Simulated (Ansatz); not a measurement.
# SiGe: the cost of one run

Computed with Ansatz 0.2.0 (DFT PBEsol, scalar-relativistic, plane waves, PAW, unless a step's input says otherwise).

2 further runs of the same task are left out: 2 set aside as unsound or not needed.

## 1. The starting structure

The structure is hexagonal, space group P6_3mc (No. 186). The conventional cell has a = 3.901 Å, b = 3.901 Å, c = 6.443 Å, α = 90.00°, β = 90.00°, γ = 120.00°. Si (site symmetry 3m) has 4 Ge at 2.39 to 2.41 Å in its first shell of neighbours. Ge (site symmetry 3m) is surrounded by 4 Si at 2.39 to 2.41 Å.

Structure file:

```
Si Ge
1.0
     3.90060    0.00000    0.00000
    -1.95030    3.37802    0.00000
     0.00000    0.00000    6.44339
Si Ge
2 2
Direct
  0.66667 0.33333 0.87455
  0.33333 0.66667 0.37455
  0.66667 0.33333 0.50045
  0.33333 0.66667 0.00045
```

It goes back to an entry of the Materials Project, which need not be the stable form.

It is the result of an earlier relaxation at this level (volume 21.22 Å³/atom; gap on the mesh: 0.35 eV).

## 2. The cluster of 8 host atoms, cut as a sphere about atom Si, shaken

The cluster is cut from the relaxed crystal and set in a periodic box with vacuum round it. Its excess energy counts from the bulk, -2437.4665 eV an atom.

The cell holds 4 Si, 4 Ge: a = 12.400 Å, b = 12.200 Å, c = 13.100 Å, α = 90.00°, β = 90.00°, γ = 90.00°.

## 3. Relaxation

Contents of input.yaml:

```yaml
crystal:
  lattice:
    - [12.4, 0.0, 0.0]
    - [0.0, 12.2, 0.0]
    - [0.0, 0.0, 13.1]
  atoms:
    - { symbol: Si, position: [0.4989712861, 0.5455028898, 0.3468798307], spin: 0.4 }
    - { symbol: Si, position: [0.4989724288, 0.3648490625, 0.5962658301], spin: 0.4 }
    - { symbol: Si, position: [0.3288481731, 0.6448886529, 0.5937957758], spin: 0.4 }
    - { symbol: Si, position: [0.6546462451, 0.6416604165, 0.5891799815], spin: 0.4 }
    - { symbol: Ge, position: [0.5053622323, 0.5477425048, 0.6551232703], spin: 0.4 }
    - { symbol: Ge, position: [0.4973673108, 0.3546880753, 0.4066042396], spin: 0.4 }
    - { symbol: Ge, position: [0.3426870047, 0.6363323669, 0.4096982361], spin: 0.4 }
    - { symbol: Ge, position: [0.6560724755, 0.639177049, 0.4079065928], spin: 0.4 }
basis:
  ecutwfc: 420
kpoints:
  mp_grid: { grid: [1, 1, 1] }
hamiltonian:
  xc: pbesol
scf:
  occupations: { method: gaussian, width: 0.05 }
output:
  forces: true
  eigenvalues: true
  populations: true
  write_density: true
  write_potential: true
  elf: true
  volumetric_format: npy
magnetization:
  spin_polarized: true
relax:
  adjacent_minimum: "off"
  f_tol: 0.03
  max_steps: 40
```

Launch:

```sh
$ ansatz run input.yaml --threads 4 --pin off --max-ram 11264MiB --backend cpu --events-out ev --progress --plain --runs-dir out
```

**Question.** How long does this run take on 4 threads of Intel Xeon Platinum 8488C (Sapphire Rapids), shared host, and how much memory does it need?

About 4.1 min, with a peak of 1.7 GiB.
